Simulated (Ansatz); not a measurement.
Runs of Ansatz 0.2.0 on Co. It takes space group P6_3/mmc (No. 194, hexagonal). Conventional cell: a = 2.471 Å, b = 2.471 Å, c = 8.088 Å, α = 90.00°, β = 90.00°, γ = 120.00°. Co (site symmetry -6m2) has 12 Co at 2.47 Å as nearest neighbours. Co (site symmetry -3m) is surrounded by 12 Co at 2.47 Å. 

| task | level | k mesh | cutoff (eV) | atoms under strain | gap on the mesh (eV) | moment (μB) | V0 of scaled cells (Å³/atom) | B0 (GPa) |
| --- | --- | --- | --- | --- | --- | --- | --- | --- |
| equation of state | r2SCAN | 12 × 12 × 4 | 500 | - | - | - | (a) | 233 |
| equation of state | PBE | 12 × 12 × 4 | 420 | - | - | - | 10.92 | 210 |
| phonons | PBEsol | 10 × 10 × 4 | 420 | - | none | 6.72 | - | - |
| elastic constants | PBEsol | 10 × 10 × 4 | 420 | clamped | none | 6.72 | - | - |

Alike in all rows: potentials or basis Ansatz PAW; spin collinear, ferromagnetic start; cell as given; smearing fermi-dirac 0.05 eV.

Question: Estimate the missing entries.

Answer: (a) 10.67.

Caveats: the cell was scaled at fixed shape and fractional positions, which overstates the stiffness of a crystal with free parameters, most of all of layers and chains (some runs); the PAW data sets come from PBE, with cores solved anew for the run's functional, which leaves a small shift of forces and pressure (some runs); the magnetic or orbital state may not be the lowest (some runs); the PAW data sets were made with another functional, which shifts forces and pressure a little (some runs); the cell is more than 3 GPa from zero pressure, which shifts response properties (some runs); elastic constants of metals need much finer meshes, so these are rough (some runs).

A gap of «none» marks a metal or a gap under the smearing width.
